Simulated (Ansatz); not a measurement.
A family in space group Fm-3m

The calculation used Ansatz 0.2.0, DFT, PBE, all-electron LAPW, scalar-relativistic.

All cells have space group Fm-3m and are held fixed (conventional cell and sites). Prototypes and MP cells are computed structures that needn't be known or stable phases of these compounds. Gaps are the smallest over the k mesh and a high-symmetry path; Bader charges come from PAW runs of the same cells. Open d or f shells run without spin or U come out metallic where the real compound may not be. Semilocal functionals give too small gaps and can close them; gaps under 0.4 eV may also close off the mesh.

Spin–orbit coupling is left out, though it moves levels of the heavy atoms by tenths of an eV or more.

Tc: a = 3.90 Å, b = 3.90 Å, c = 3.90 Å; Tc 4a (0.000 0.000 0.000); 18×18×18 mesh, smearing 0.03 eV, COD 1534910, reported
Hf: a = 4.44 Å, b = 4.44 Å, c = 4.44 Å; Hf 4a (0.000 0.000 0.000); 13×13×13 mesh, smearing 0.03 eV, COD 1534929, reported
Ge: a = 4.28 Å, b = 4.28 Å, c = 4.28 Å; Ge 4a (0.000 0.000 0.000); 16×16×16 mesh, smearing 0.08 eV, fcc type, relaxed by us
Ag: a = 4.09 Å, b = 4.09 Å, c = 4.09 Å; Ag 4a (0.000 0.000 0.000); 15×15×15 mesh, smearing 0.03 eV, COD 9008459, reported
Mg: a = 4.52 Å, b = 4.52 Å, c = 4.52 Å; Mg 4a (0.000 0.000 0.000); 13×13×13 mesh, smearing 0.08 eV, fcc type, relaxed by us
N: a = 3.12 Å, b = 3.12 Å, c = 3.12 Å; N 4a (0.000 0.000 0.000); 20×20×20 mesh, smearing 0.05 eV, fcc type, relaxed by us

```
compound  P (GPa)  gap (eV)
      Hf      3.3      none
      Ge      0.0      none
      Ag      4.5      none
      Mg      0.0      none
       N      0.1      none
```

Problem. Predict the row of Tc (no spin polarisation).

Solution. P (GPa): -6.2, gap (eV): none.
